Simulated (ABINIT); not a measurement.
# CoSi (Pm-3m) in ABINIT: equation of state with PBEsol

Aim: the equation of state of CoSi with PBEsol.

Program: ABINIT 10.8.3 (patched build). These are calculated values, not measurements. Logs are shortened: lines on timing, memory, paths and dates and some standing lists are left out, and cuts for length are marked. The log counts tension as positive stress, the text compression.

### Step 1. The structure

Symmetry: Pm-3m, No. 221, cubic system. Conventional cell: a = 2.781 Å, b = 2.781 Å, c = 2.781 Å, α = 90.00°, β = 90.00°, γ = 90.00°. Co (site symmetry m-3m) has 8 Si at 2.41 Å as nearest neighbours. Si (site symmetry m-3m) has 8 Co at 2.41 Å as nearest neighbours.

Measurements of this composition are mostly on another form, of space group No. 198.

### Step 2. Equation of state, PBEsol, collinear spin, ferromagnetic start

Input file run.abi:

```
# Datasets: one volume each
ndtset 7
getwfk -1
scalecart1 3*0.9795861087
scalecart2 3*0.9864848297
scalecart3 3*0.9932883884
scalecart4 3*1.0000000000
scalecart5 3*1.0066227096
scalecart6 3*1.0131594038
scalecart7 3*1.0196128224

# Pseudopotentials
pp_dirpath "./"
pseudos "Co.GGA_PBE-JTH.xml, Si.GGA_PBE-JTH.xml"

# Structure
acell 3*1.0 Angstrom
rprim
     2.7813340000     0.0000000000     0.0000000000
     0.0000000000     2.7813340000     0.0000000000
     0.0000000000     0.0000000000     2.7813340000
ntypat 2
znucl 27 14
natom 2
typat 1 2
xred
     0.0000000000     0.0000000000     0.0000000000
     0.5000000000     0.5000000000     0.5000000000

# Plane-wave basis
ecut 26.0
pawecutdg 48.0
pawxcdev 0

# k points
kptopt 1
ngkpt 8 8 8
nshiftk 1
shiftk 0.0 0.0 0.0

# Exchange and correlation
ixc -116133

# Bands and occupations
nband 15
occopt 3
tsmear 0.00183747

# Spin
nsppol 2
spinat
     0.0000000000     0.0000000000     2.0000000000
     0.0000000000     0.0000000000     0.0000000000

# SCF cycle
nstep 100
tolvrs 1.0e-9

# Output
iomode 3
prtwf 1
prtden 0
prteig 0
prtebands 0
enunit 2
```

Potentials or basis: JTH PAW PBE v2.0.

Started as:

```bash
$ abinit run.abi > log 2>&1
```

run.abo:

```text
.Version 10.8.3 of ABINIT
 DATASET    1 : space group Pm -3 m (#221); Bravais cP (primitive cubic)
================================================================================
 Values of the parameters that define the memory need for DATASET  1.
     intxc =       0    ionmov =       0      iscf =      17    lmnmax =      18
     lnmax =       6     mgfft =      24  mpssoang =       3    mqgrid =    3001
     natom =       2  nloc_mem =       2    nspden =       2   nspinor =       1
    nsppol =       2      nsym =      48    n1xccc =       1    ntypat =       2
    occopt =       3   xclevel =       2
       mpw =         882          nfft =       13824          nkpt =          35
 PAW method is used; the additional fine FFT grid is defined by:
   mgfftf=        36    nfftf =     46656
================================================================================
================================================================================
[... 71 lines left out ...]
 DATASET    7 : space group Pm -3 m (#221); Bravais cP (primitive cubic)
================================================================================
 Values of the parameters that define the memory need for DATASET  7.
     intxc =       0    ionmov =       0      iscf =      17    lmnmax =      18
     lnmax =       6     mgfft =      27  mpssoang =       3    mqgrid =    3001
     natom =       2  nloc_mem =       2    nspden =       2   nspinor =       1
    nsppol =       2      nsym =      48    n1xccc =       1    ntypat =       2
    occopt =       3   xclevel =       2
       mpw =         992          nfft =       19683          nkpt =          35
 PAW method is used; the additional fine FFT grid is defined by:
   mgfftf=        36    nfftf =     46656
================================================================================
================================================================================

--------------------------------------------------------------------------------
------------- Echo of variables that govern the present computation ------------
--------------------------------------------------------------------------------
 -outvars: echo values of preprocessed input variables --------
            acell      1.8897261259E+00  1.8897261259E+00  1.8897261259E+00 Bohr
              amu      5.89332000E+01  2.80855000E+01
             ecut      2.60000000E+01 Hartree
           enunit           2
           getwfk          -1
              ixc     -116133
           jdtset        1    2    3    4    5    6    7
         kptrlatt        8    0    0      0    8    0      0    0    8
          kptrlen1     4.11893195E+01
          kptrlen2     4.14793947E+01
          kptrlen3     4.17654685E+01
          kptrlen4     4.20476762E+01
          kptrlen5     4.23261457E+01
          kptrlen6     4.26009985E+01
          kptrlen7     4.28723498E+01
            natom           2
            nband          15
           ndtset           7
            ngfft1         24      24      24
            ngfft2         24      24      24
            ngfft3         24      24      24
            ngfft4         27      27      27
            ngfft5         27      27      27
            ngfft6         27      27      27
            ngfft7         27      27      27
          ngfftdg          36      36      36
             nkpt          35
           nspden           2
           nsppol           2
            nstep         100
             nsym          48
           ntypat           2
           occopt           3
        pawecutdg      4.80000000E+01 Hartree
         pawxcdev           0
           prtden           0
        prtebands           0
           prteig           0
            rprim1     2.7245561501E+00  0.0000000000E+00  0.0000000000E+00
                       0.0000000000E+00  2.7245561501E+00  0.0000000000E+00
                       0.0000000000E+00  0.0000000000E+00  2.7245561501E+00
            rprim2     2.7437437973E+00  0.0000000000E+00  0.0000000000E+00
                       0.0000000000E+00  2.7437437973E+00  0.0000000000E+00
                       0.0000000000E+00  0.0000000000E+00  2.7437437973E+00
            rprim3     2.7626667665E+00  0.0000000000E+00  0.0000000000E+00
                       0.0000000000E+00  2.7626667665E+00  0.0000000000E+00
                       0.0000000000E+00  0.0000000000E+00  2.7626667665E+00
            rprim4     2.7813340000E+00  0.0000000000E+00  0.0000000000E+00
                       0.0000000000E+00  2.7813340000E+00  0.0000000000E+00
                       0.0000000000E+00  0.0000000000E+00  2.7813340000E+00
            rprim5     2.7997539674E+00  0.0000000000E+00  0.0000000000E+00
                       0.0000000000E+00  2.7997539674E+00  0.0000000000E+00
                       0.0000000000E+00  0.0000000000E+00  2.7997539674E+00
            rprim6     2.8179346972E+00  0.0000000000E+00  0.0000000000E+00
                       0.0000000000E+00  2.8179346972E+00  0.0000000000E+00
                       0.0000000000E+00  0.0000000000E+00  2.8179346972E+00
            rprim7     2.8358838098E+00  0.0000000000E+00  0.0000000000E+00
                       0.0000000000E+00  2.8358838098E+00  0.0000000000E+00
                       0.0000000000E+00  0.0000000000E+00  2.8358838098E+00
          spgroup         221
           spinat      0.0000000000E+00  0.0000000000E+00  2.0000000000E+00
                       0.0000000000E+00  0.0000000000E+00  0.0000000000E+00
           tolvrs      1.00000000E-09
           tsmear      1.83747000E-03 Hartree
            typat      1  2
           useylm           1
           xangst1     0.0000000000E+00  0.0000000000E+00  0.0000000000E+00
                       1.3622780750E+00  1.3622780750E+00  1.3622780750E+00
           xangst2     0.0000000000E+00  0.0000000000E+00  0.0000000000E+00
                       1.3718718987E+00  1.3718718987E+00  1.3718718987E+00
           xangst3     0.0000000000E+00  0.0000000000E+00  0.0000000000E+00
                       1.3813333832E+00  1.3813333832E+00  1.3813333832E+00
           xangst4     0.0000000000E+00  0.0000000000E+00  0.0000000000E+00
                       1.3906670000E+00  1.3906670000E+00  1.3906670000E+00
           xangst5     0.0000000000E+00  0.0000000000E+00  0.0000000000E+00
                       1.3998769837E+00  1.3998769837E+00  1.3998769837E+00
           xangst6     0.0000000000E+00  0.0000000000E+00  0.0000000000E+00
                       1.4089673486E+00  1.4089673486E+00  1.4089673486E+00
           xangst7     0.0000000000E+00  0.0000000000E+00  0.0000000000E+00
                       1.4179419049E+00  1.4179419049E+00  1.4179419049E+00
            xcart1     0.0000000000E+00  0.0000000000E+00  0.0000000000E+00
                       2.5743324691E+00  2.5743324691E+00  2.5743324691E+00
            xcart2     0.0000000000E+00  0.0000000000E+00  0.0000000000E+00
                       2.5924621683E+00  2.5924621683E+00  2.5924621683E+00
            xcart3     0.0000000000E+00  0.0000000000E+00  0.0000000000E+00
                       2.6103417829E+00  2.6103417829E+00  2.6103417829E+00
            xcart4     0.0000000000E+00  0.0000000000E+00  0.0000000000E+00
                       2.6279797623E+00  2.6279797623E+00  2.6279797623E+00
            xcart5     0.0000000000E+00  0.0000000000E+00  0.0000000000E+00
                       2.6453841091E+00  2.6453841091E+00  2.6453841091E+00
            xcart6     0.0000000000E+00  0.0000000000E+00  0.0000000000E+00
                       2.6625624092E+00  2.6625624092E+00  2.6625624092E+00
            xcart7     0.0000000000E+00  0.0000000000E+00  0.0000000000E+00
                       2.6795218627E+00  2.6795218627E+00  2.6795218627E+00
             xred      0.0000000000E+00  0.0000000000E+00  0.0000000000E+00
                       5.0000000000E-01  5.0000000000E-01  5.0000000000E-01
            znucl       27.00000   14.00000

================================================================================

 chkinp: Checking input parameters for consistency, jdtset=   1.

 chkinp: Checking input parameters for consistency, jdtset=   2.
[... 39 lines left out ...]
 getcut : COMMENT -
  Note that boxcut > 2.2 ; recall that boxcut=Gcut(box)/Gcut(sphere) = 2
  is sufficient for exact treatment of convolution.
  Such a large boxcut is a waste : you could raise ecut
  e.g. ecut=   60.315023 Hartrees makes boxcut=2

--- Pseudopotential description ------------------------------------------------
- pspini: atom type   1  psp file is ./Co.GGA_PBE-JTH.xml
 Pseudopotential format is: paw10
 basis_size (lnmax)=  6 (lmn_size= 18), orbitals=   0   0   1   1   2   2
 Spheres core radius: rc_sph= 2.10903434
 Shapefunction is SIN type: shapef(r)=[sin(pi*r/rshp)/(pi*r/rshp)]**2
 Radius for shape functions =  1.60384542
 Compensation charge density is not taken into account in XC energy/potential

- pspini: atom type   2  psp file is ./Si.GGA_PBE-JTH.xml
 Pseudopotential format is: paw10
 basis_size (lnmax)=  4 (lmn_size=  8), orbitals=   0   0   1   1
 Spheres core radius: rc_sph= 1.90944987
 Shapefunction is BESSEL type: shapef(r,l)=aa(1,l)*jl(q(1,l)*r)+aa(2,l)*jl(q(2,l)*r)
 Radius for shape functions =  1.60149249
 Compensation charge density is not taken into account in XC energy/potential

   4.16908843E+02                                ecore*ucvol(ha*bohr**3)
--------------------------------------------------------------------------------

================================================================================

--- !BeginCycle
iteration_state: {dtset: 1, }
solver: {iscf: 17, nstep: 100, nline: 4, wfoptalg: 10, }
tolerances: {tolvrs: 1.00E-09, }
...
[... 1526 lines left out ...]
-Cartesian components of stress tensor (GPa)         [Pressure= -1.5625E+01 GPa]
- sigma(1 1)=  1.56250820E+01  sigma(3 2)=  0.00000000E+00
- sigma(2 2)=  1.56250820E+01  sigma(3 1)=  0.00000000E+00
- sigma(3 3)=  1.56250820E+01  sigma(2 1)=  0.00000000E+00

== END DATASET(S) ==============================================================
================================================================================

 -outvars: echo values of variables after computation  --------
            acell      1.8897261259E+00  1.8897261259E+00  1.8897261259E+00 Bohr
           etotal1    -1.5033632999E+02
           etotal2    -1.5033679704E+02
           etotal3    -1.5033677062E+02
           etotal4    -1.5033631599E+02
           etotal5    -1.5033548793E+02
           etotal6    -1.5033432601E+02
           etotal7    -1.5033291122E+02
            fcart1    -0.0000000000E+00 -0.0000000000E+00 -0.0000000000E+00
                      -0.0000000000E+00 -0.0000000000E+00 -0.0000000000E+00
            fcart2    -0.0000000000E+00 -0.0000000000E+00 -0.0000000000E+00
                      -0.0000000000E+00 -0.0000000000E+00 -0.0000000000E+00
            fcart3    -0.0000000000E+00 -0.0000000000E+00 -0.0000000000E+00
                      -0.0000000000E+00 -0.0000000000E+00 -0.0000000000E+00
            fcart4    -0.0000000000E+00 -0.0000000000E+00 -0.0000000000E+00
                      -0.0000000000E+00 -0.0000000000E+00 -0.0000000000E+00
            fcart5    -0.0000000000E+00 -0.0000000000E+00 -0.0000000000E+00
                      -0.0000000000E+00 -0.0000000000E+00 -0.0000000000E+00
[... 38 lines left out ...]
                       0.0000000000E+00  0.0000000000E+00  0.0000000000E+00
           xangst1     0.0000000000E+00  0.0000000000E+00  0.0000000000E+00
                       1.3622780750E+00  1.3622780750E+00  1.3622780750E+00
           xangst2     0.0000000000E+00  0.0000000000E+00  0.0000000000E+00
                       1.3718718987E+00  1.3718718987E+00  1.3718718987E+00
           xangst3     0.0000000000E+00  0.0000000000E+00  0.0000000000E+00
                       1.3813333832E+00  1.3813333832E+00  1.3813333832E+00
           xangst4     0.0000000000E+00  0.0000000000E+00  0.0000000000E+00
                       1.3906670000E+00  1.3906670000E+00  1.3906670000E+00
           xangst5     0.0000000000E+00  0.0000000000E+00  0.0000000000E+00
                       1.3998769837E+00  1.3998769837E+00  1.3998769837E+00
           xangst6     0.0000000000E+00  0.0000000000E+00  0.0000000000E+00
                       1.4089673486E+00  1.4089673486E+00  1.4089673486E+00
           xangst7     0.0000000000E+00  0.0000000000E+00  0.0000000000E+00
                       1.4179419049E+00  1.4179419049E+00  1.4179419049E+00
             xred      0.0000000000E+00  0.0000000000E+00  0.0000000000E+00
                       5.0000000000E-01  5.0000000000E-01  5.0000000000E-01
 Calculation completed.
```

Run time: 6.9 min. Hardware: 1 thread of Arm Neoverse V2, shared host; peak memory 0.17 GiB.

What came out:

| Property | Result |
| --- | --- |
| Equilibrium volume | 10.42 Å³/atom |
| Bulk modulus | 229 GPa |
| Pressure derivative of the bulk modulus | 6.0 (rough: it moves with the points fitted) |

Energy against volume, from the lowest point:
```
volume (Å³/atom)  energy (meV/atom)
          10.112               6.35
          10.328               0.00
          10.543               0.36
          10.758               6.55
          10.973              17.81
          11.188              33.62
          11.403              52.87
```

Caveat: pressures at fixed basis lie under the slope of the energies; the PAW data sets were made with another functional, which shifts forces and pressure a little.
